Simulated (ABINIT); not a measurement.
# C (Fd-3m) in ABINIT: settings compared, part 2 of 2

ABINIT 10.8.3 (patched build).

### 3 Single point, LDA (cell relaxed)

File run.abi:

```
# Pseudopotentials
pp_dirpath "./"
pseudos "C.upf"

# Structure
acell 2.5015046342 2.5015046342 2.5015046342 Angstrom
rprim
     0.0000000000     0.7071067812     0.7071067812
     0.7071067812     0.0000000000     0.7071067812
     0.7071067812     0.7071067812     0.0000000000
ntypat 1
znucl 6
natom 2
typat 1 1
xred
     0.7500000000     0.7500000000     0.7500000000
     0.5000000000     0.5000000000     0.5000000000
chkprim 0
chksymtnons 0
tolsym 1.0e-6

# Plane-wave basis
ecut 41.0

# k points
kptopt 1
ngkpt 10 10 10
nshiftk 1
shiftk 0.0 0.0 0.0

# Exchange and correlation
ixc 7

# Bands and occupations
nband 8
occopt 3
tsmear 0.00183747

# SCF cycle
nstep 100
tolvrs 1.0e-10

# Output
iomode 3
prtwf 0
prtden 0
prteig 0
prtebands 0
enunit 2
```

Potentials or basis: PseudoDojo NC SR LDA v0.4.1 standard.

The run is started by

```
> abinit run.abi > log 2>&1
```

run.abo:

```text
.Version 10.8.3 of ABINIT
 Symmetries : space group Fd -3 m (#227); Bravais cF (face-center cubic)
================================================================================
 Values of the parameters that define the memory need of the present run
     intxc =       0    ionmov =       0      iscf =       7    lmnmax =       4
     lnmax =       4     mgfft =      30  mpssoang =       2    mqgrid =    3001
     natom =       2  nloc_mem =       1    nspden =       1   nspinor =       1
    nsppol =       1      nsym =      48    n1xccc =    2501    ntypat =       1
    occopt =       3   xclevel =       1
       mpw =         951          nfft =       27000          nkpt =          47
================================================================================
================================================================================

--------------------------------------------------------------------------------
------------- Echo of variables that govern the present computation ------------
[... 204 lines left out ...]
- sigma(3 3)=  2.12605453E-01  sigma(2 1)=  0.00000000E+00

== END DATASET(S) ==============================================================
================================================================================

 -outvars: echo values of variables after computation  --------
            acell      4.7271586613E+00  4.7271586613E+00  4.7271586613E+00 Bohr
           etotal     -1.2064409496E+01
            fcart     -0.0000000000E+00 -0.0000000000E+00 -0.0000000000E+00
                      -0.0000000000E+00 -0.0000000000E+00 -0.0000000000E+00
            rprim      0.0000000000E+00  7.0710678120E-01  7.0710678120E-01
                       7.0710678120E-01  0.0000000000E+00  7.0710678120E-01
                       7.0710678120E-01  7.0710678120E-01  0.0000000000E+00
           strten      7.2263124826E-06  7.2263124826E-06  7.2263124826E-06
                       0.0000000000E+00  0.0000000000E+00  0.0000000000E+00
           xangst      2.6532463351E+00  2.6532463351E+00  2.6532463351E+00
                       1.7688308900E+00  1.7688308900E+00  1.7688308900E+00
             xred      7.5000000000E-01  7.5000000000E-01  7.5000000000E-01
                       5.0000000000E-01  5.0000000000E-01  5.0000000000E-01
 Calculation completed.
```

It took 7.4 s on 1 thread of Intel Xeon at 2.70GHz, shared host; peak memory 0.07 GiB.

Results:

```
Free energy                                       : -328.2893 eV
Pressure                                          : -0.2 GPa
Band gap on the k mesh                            : 4.24 eV, indirect (least direct gap 5.63 eV)
All electrons inside the program's atomic spheres : C 4.74, 4.76 (radii [1.0584] Å)
```

### 4 Single point, PBEsol

run.abi, as its differences from that of step 3:

```diff
@@ -5,3 +5,3 @@
 # Structure
-acell 2.5015046342 2.5015046342 2.5015046342 Angstrom
+acell 4.7660140852 4.7660140852 4.7660140852
 rprim
@@ -17,5 +17,2 @@
      0.5000000000     0.5000000000     0.5000000000
-chkprim 0
-chksymtnons 0
-tolsym 1.0e-6
 
@@ -31,3 +28,3 @@
 # Exchange and correlation
-ixc 7
+ixc -116133
 
@@ -48,2 +45 @@
 prtebands 0
-enunit 2
```

Potentials or basis: PseudoDojo NC SR PBEsol v0.4.1 standard.

The run is started by

```
> abinit run.abi > log 2>&1
```

Run time: 7.4 s. Hardware: 1 thread of Arm Neoverse V1, shared host; peak memory 0.06 GiB.

Results (log left out):

```
Free energy                                       : -326.7607 eV
Pressure                                          : -3.2 GPa
Band gap on the k mesh                            : 4.08 eV, indirect (least direct gap 5.56 eV)
All electrons inside the program's atomic spheres : C 4.66, 4.70 (radii [1.0584] Å)
```

Levels at points of the mesh, in eV from the valence-band top:
```
           k point  band 2  band 3  band 4  band 5  band 6  band 7
(0.00, 0.00, 0.00)    0.00    0.00    0.00    5.56    5.56    5.56
(0.50, 0.00, 0.00)  -13.49   -2.83   -2.83    8.43    8.43    8.87
(0.50, 0.50, 0.00)  -12.80   -6.36   -6.36    4.65    4.65   16.79
```

### 5 Single point, LDA

run.abi, as its differences from that of step 4:

```diff
@@ -2,3 +2,3 @@
 pp_dirpath "./"
-pseudos "C.upf"
+pseudos "C.hgh"
 
@@ -19,3 +19,3 @@
 # Plane-wave basis
-ecut 41.0
+ecut 28.0
 
@@ -28,3 +28,3 @@
 # Exchange and correlation
-ixc -116133
+ixc 7
```

Potentials or basis: HGH LDA.

The run is started by

```
> abinit run.abi > log 2>&1
```

Wall time 3.1 s (1 thread of Arm Neoverse V1, shared host); peak memory 0.06 GiB.

It converged, with:

| Item | Value |
| --- | --- |
| Free energy | -309.8445 eV |
| Band gap on the k mesh | 4.07 eV, indirect (least direct gap 5.51 eV) |
| All electrons inside the program's atomic spheres | C 4.69 (radii [1.0584] Å) |

Levels at points of the mesh, in eV from the valence-band top:
```
           k point  band 2  band 3  band 4  band 5  band 6  band 7
(0.00, 0.00, 0.00)    0.00    0.00    0.00    5.51    5.51    5.51
(0.50, 0.00, 0.00)  -13.44   -2.84   -2.84    8.38    8.38    8.95
(0.50, 0.50, 0.00)  -12.69   -6.33   -6.33    4.66    4.66   16.78
```

Caveat: the cutoff is too short for stress, so the log's stress isn't used; HGH potentials are hard and often keep d shells in the core, so these values are rough. A k mesh can miss the band edges.

### 6 Single point, PBEsol

File run.abi:

```
pp_dirpath "./"
pseudos "C.upf"

acell 2.5220660407 2.5220660407 2.5220660407 Angstrom
rprim
     0.0000000000     0.7071067812     0.7071067812
     0.7071067812     0.0000000000     0.7071067812
     0.7071067812     0.7071067812     0.0000000000
ntypat 1
znucl 6
natom 2
typat 1 1
xred
     0.7500000000     0.7500000000     0.7500000000
     0.5000000000     0.5000000000     0.5000000000

ecut 37.0

kptopt 1
ngkpt 10 10 10
nshiftk 1
shiftk 0.0 0.0 0.0

ixc -116133

nband 8
occopt 3
tsmear 0.05 eV

nstep 100
tolvrs 1.0e-10

iomode 3
prtwf 0
prtden 0
prteig 0
prtebands 0
```

Potentials or basis: PseudoDojo NC SR PBEsol v0.4.1 standard.

The run is started by

```
> abinit run.abi > log 2>&1
```

Wall time 6.8 s (1 thread of Arm Neoverse V1, shared host); peak memory 0.06 GiB.

The run converged. Its results:

| Item | Value |
| --- | --- |
| Free energy | -326.7547 eV |
| Pressure | -4.0 GPa |
| Band gap on the k mesh | 4.08 eV, indirect (least direct gap 5.56 eV) |
| All electrons inside the program's atomic spheres | C 4.66, 4.70 (radii [1.0584] Å) |

Levels at points of the mesh, in eV from the valence-band top:
| k point | band 1 | band 2 | band 3 | band 4 | band 5 | band 6 | band 7 | band 8 |
| --- | --- | --- | --- | --- | --- | --- | --- | --- |
| (0.00, 0.00, 0.00) | -21.55 | 0.00 | 0.00 | 0.00 | 5.56 | 5.56 | 5.56 | 13.35 |
| (0.50, 0.00, 0.00) | -15.72 | -13.49 | -2.82 | -2.82 | 8.43 | 8.43 | 8.87 | 15.50 |
| (0.50, 0.50, 0.00) | -12.80 | -12.80 | -6.36 | -6.36 | 4.65 | 4.65 | 16.80 | 16.80 |

### 7 The runs side by side

| task | level | potentials or basis | cell | cutoff (eV) | cell freedom (optcell) | optimiser (ionmov) | cutoff smearing ecutsm (Ha) | force stop (Ha/bohr) | gap on the mesh (eV) | pressure (GPa) |
| --- | --- | --- | --- | --- | --- | --- | --- | --- | --- | --- |
| relaxation of cell and atoms | LDA | PseudoDojo NC SR LDA v0.4.1 standard | relaxed | 1116 | 2 | 2 | 0.5 | 2e-05 | 4.24 | 0.0 |
| single point | LDA | PseudoDojo NC SR LDA v0.4.1 standard | cell relaxed | 1116 | - | - | - | - | 4.24 | -0.2 |
| single point | PBEsol | PseudoDojo NC SR PBEsol v0.4.1 standard | as given | 1116 | - | - | - | - | 4.08 | -3.2 |
| single point | PBEsol | PseudoDojo NC SR PBEsol v0.4.1 standard | as given | 1007 | - | - | - | - | 4.08 | -4.0 |

Alike in all rows: no spin polarisation; k mesh 10 × 10 × 10; smearing fermi-dirac 0.05 eV.

Absolute energies hang on the potentials; compare differences alone.

### 8 Against experiment

Step 2. The cell as given is a measured one (5.67 Å³/atom); LDA puts the equilibrium volume -2.4 % from it, thermal expansion not counted.
